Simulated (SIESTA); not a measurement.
# Ta2N under changes of volume

One of the cells (13.895 Å³/atom); the others are scaled copies at fixed shape and fractional positions:

```
Ta N
1.0
     3.13348    0.00000    0.00000
    -1.56674    2.71367    0.00000
     0.00000    0.00000    4.90209
Ta N
2 1
Cartesian
  0.0000 1.8091 1.2486
  1.5667 0.9046 3.6535
  0.0000 0.0000 0.0000
```

The cell comes from a database or a generator and needn't be the stable form of this composition.

```yaml
Program: SIESTA 5.4.2
Functional: PBE
Potentials_or_basis: PseudoDojo 0.4 standard (PBE files)
Basis: DZP (energy shift 0.003 Ry; two zetas on semicore shells)
Grid_cutoff: 800 Ry
Energy_shift: 0.003 Ry
k_mesh: 10 × 10 × 6
Occupations: fermi-dirac, width 0.05 eV
Spin: no spin polarisation
```

```tsv
volume (Å³/atom)	energy over the lowest point (meV/atom)	pressure (GPa)	largest force (eV/Å)
12.805	?	?	?
13.077	25.27	14.7	0.829
13.350	6.34	7.8	0.681
13.895	0.00	-3.7	0.410
14.167	10.68	-8.7	0.297
14.439	29.24	-13.0	0.191
```

Task: What does the run at 12.805 Å³/atom give?

Result: Energy over the lowest point 56.50 meV/atom; pressure 22.2 GPa; largest force 0.991 eV/Å.

Worked out: A Birch-Murnaghan fit of order 3 (a polynomial in V^(-2/3)) to the other rows has its minimum at 13.71 Å³/atom with B0 = V·E''(V) = 281 GPa and B' = 4.1 at fixed shape and positions, which overstates the stiffness. It gives 56.15 meV/atom at 12.805 Å³/atom, against the run's 56.50, and -dE/dV = 22.0 GPa, against 22.2.

Energies are extrapolated to zero smearing.

Caveats: short orbitals over semicore shells can move pressures by several GPa; the basis of atomic orbitals isn't converged, which shifts pressures, moduli and gaps.
